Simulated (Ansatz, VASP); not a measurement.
# KF in VASP and in Ansatz

```
K F
1.0
     3.23708    0.00000    0.00000
     0.00000    3.23708    0.00000
     0.00000    0.00000    3.23708
K F
1 1
Direct
  0.00000 0.00000 0.00000
  0.50000 0.50000 0.50000
```

Change from the starting cell: volume scaled by 0.98, PAW files.

Alike in both runs: task electric field gradients; functional LDA; k mesh 9 × 9 × 9; occupations fermi-dirac, width 0.02 eV; no spin polarisation.

```csv
,VASP,Ansatz
version,VASP 6.6.1,Ansatz 0.2.0
potentials or method,"VASP PAW LDA potentials, release 64 (K_sv, F)","PAW with Ansatz's default frozen-core files, scalar-relativistic"
plane-wave cutoff (eV),520,420
valence electrons in the cell,16,16
```

Ansatz gave:

- gap on the k mesh at the Fermi level (eV): 6.08
- pressure (GPa): -5.3
- Vzz of the field gradient on the site that differs most (V/Å²): 0.0

Q: What did VASP give for the same quantities?

A: gap on the k mesh at the Fermi level (eV): 6.06; pressure (GPa): -5.2; Vzz of the field gradient on the site that differs most (V/Å²): 0.0.

Caveats: an odd mesh through Γ misses points on the zone boundary, where band edges often lie.
